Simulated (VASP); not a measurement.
Crystal: AlN.

```
Al N
1.0
     0.00000    2.18830    2.18830
     2.18830    0.00000    2.18830
     2.18830    2.18830    0.00000
Al N
1 1
Direct
  0.00000 0.00000 0.00000
  0.75000 0.75000 0.75000
```

Measurements of this composition are mostly on another form, of space group No. 186.

Base run:

| Property | Result |
| --- | --- |
| Program | VASP 6.6.1 |
| Functional | r2SCAN |
| Potentials or basis | VASP PAW PBE potentials, release 64 (Al, N) |
| Cutoff | 520 eV |
| k mesh | 10 × 10 × 10 |
| Occupations | gaussian, width 0.03 eV |
| Spin | no spin polarisation |

Its results: band gap on the k mesh 3.94 eV, indirect (least direct gap 4.84 eV); pressure -0.9 GPa.

Question: The run is repeated on the same cell with these changes: functional from r2SCAN to LDA; potentials or basis from VASP PAW PBE potentials, release 64 (Al, N) to VASP PAW LDA potentials, release 64 (Al, N). What comes out?

Answer: Band gap on the k mesh 3.22 eV, indirect (least direct gap 4.18 eV); pressure -4.2 GPa.

Caveats: the PAW data sets were made with another functional, which shifts forces and pressure a little (some runs).
